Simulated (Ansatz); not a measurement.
LiCl (Fm-3m), stationary points along a deformation path

These are results of Ansatz, DFT PBEsol, scalar-relativistic, plane waves, PAW, not measurements. Cutoff 420 eV, Γ-centred 8×8×8 k-points, Gaussian smearing of 0.05 eV. No spin polarisation. Energies are free energies at this smearing, counted from the undisturbed cell; pressure is positive in compression.

Zero of the scan (as given, not relaxed at this level; it stands at -1.2 GPa):

```
Li Cl
1.0
     0.00000    2.56476    2.56476
     2.56476    0.00000    2.56476
     2.56476    2.56476    0.00000
Li Cl
1 1
Direct
  0.00000 0.00000 0.00000
  0.50000 0.50000 0.50000
```

At fixed volume and fractional coordinates, lengths along (0.577, 0.577, 0.577) are scaled against those across it; ρ is that ratio over its starting value. V = 16.871 Å³/atom. Δσ is the stress along the axis less the mean stress across it (compression positive).

```csv
ρ,ΔE (meV/atom),Δσ (GPa),space group
0.500,267.2,0.00,Pm-3m
0.600,228.6,5.97,R-3m
0.710,137.7,8.65,R-3m
0.850,38.4,6.19,R-3m
0.930,8.3,3.17,R-3m
1.000,0.0,0.00,Fm-3m
1.080,10.6,-4.03,R-3m
1.200,64.3,-10.74,R-3m
1.410,257.9,-24.17,R-3m
1.700,707.9,-45.36,R-3m
2.000,1286.1,-47.41,R-3m
```

**Question.** How does the stress give the slope of the energy, and where is the energy stationary?

**Answer.** Along the path d ln(length) is 2/3 d ln ρ on the axis and −1/3 d ln ρ across it, so dE/d ln ρ = −(2/3) V Δσ: the energy falls with ρ where Δσ is positive. Δσ vanishes or changes sign at ρ = 0.500 (Pm-3m, an end of the scan), at 267.2 meV/atom; at ρ = 1.000 (Fm-3m), a minimum at 0.0 meV/atom. Pairs of stationary points between two samples would go unseen, and could change a minimum read from distant neighbours into a maximum. At ρ = 0.500, 1.000 the cell is cubic, where symmetry alone makes the stress isotropic and the slope zero.

**Question.** Which shear constant sets the curvature at ρ = 1?

**Answer.** For a cubic crystal E/V = (2/3) C (ln ρ)² with C = C44, so Δσ = −2C ln ρ. The parabola of Δσ against ln ρ through ρ = 0.930, 1 and 1.080 gives C ≈ 24 GPa with the ions clamped, rough because the steps are large. It is the stress–strain coefficient at this cell's pressure of -1.2 GPa, not the zero-pressure constant.

The gap closes along the scan, which can put kinks into the curve.